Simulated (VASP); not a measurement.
A run of VASP 6.6.1 is set up as follows.

File INCAR:

```
SYSTEM = PbSe
PREC = Accurate ; ENCUT = 520
EDIFF = 1E-6 ; ISMEAR = 0
SIGMA = 0.015 ; LREAL = .False.
LASPH = .True. ; NELM = 80
ALGO = Normal ; ISIF = 2
LWAVE = .False. ; LCHARG = .False.
GGA = PE ; NBANDS = 17
```

File KPOINTS:

```
regular mesh
0
Gamma
  8 8 8
  0 0 0
```

File POSCAR:

```
PbSe
1.0
    0.0000000000      3.0606500000      3.0606500000
    3.0606500000      0.0000000000      3.0606500000
    3.0606500000      3.0606500000      0.0000000000
Pb Se
1 1
Direct
    0.0000000000      0.0000000000      0.0000000000
    0.5000000000      0.5000000000      0.5000000000
```

Potentials or basis: VASP PAW PBE potentials, release 64 (Pb_d, Se).

The run is started by

```console
$ cat potpaw_PBE.64/Pb_d/POTCAR potpaw_PBE.64/Se/POTCAR > POTCAR
$ mpirun -np 1 vasp_std > vasp.out
```

(1) Predict the band gap on the k mesh.

(2) What does it give for the pressure?

Answers

(1) 0.29 eV, direct.

(2) 2.4 GPa.

Caveat: spin-orbit coupling is left out, which moves the levels of the heavy elements.

**The experiment to reproduce.**

A printed reference work, monograph reports, for a bulk crystal of PbSe at 4.2 K: band gap 0.15 eV (direct).

A measured gap of PbSe is 0.15 eV (direct; 4.2 K; a printed reference work, monograph); the calculated 0.29 eV misses it by +0.14 eV. 2 values of this kind are on record (0.15 to 0.28 eV); this one was drawn at random. Spin-orbit coupling on Pb, Se is left out. The value is that of PBE on a finite k mesh, which can miss the band edges, without temperature or zero-point motion.
